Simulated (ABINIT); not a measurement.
Hf in ABINIT: the effect of potentials

The system is Hf.

```
Hf
1.0
    -1.80500    1.80500    1.80500
     1.80500   -1.80500    1.80500
     1.80500    1.80500   -1.80500
Hf
1
Direct
  0.00000 0.00000 0.00000
```

This isn't the form of Hf at room conditions, which is hcp.

Alike in all runs:

```yaml
Program: ABINIT 10.8.3 (patched build)
Task: single point
Functional: r2SCAN
k_mesh: 10 × 10 × 10
Occupations: fermi-dirac, width 0.05 eV
Spin: no spin polarisation
```

```tsv
potentials	cutoff	pressure (GPa)
Ansatz PAW PBE default generated set, frozen core	490 eV	-5.5
JTH PAW PBE v2.0	626 eV	-5.5
Ansatz NC r2SCAN	1469 eV	-5.5
SG15 NC PBE v1.2	980 eV	?
PseudoDojo NC SR PBE v0.4.1 standard	952 eV	-6.9
```

Question: What does the run with potentials SG15 NC PBE v1.2 give?

Answer: Pressure -11.5 GPa.

Caveats: the PAW data sets were made with another functional, which shifts forces and pressure a little (some runs); the potentials were made for another functional, which shifts forces and pressure (some runs); a meta-GGA on potentials with a model core is unreliable (some runs).

The runs don't all hold the same shells in valence.

Runs at the PBE level aren't shown here.
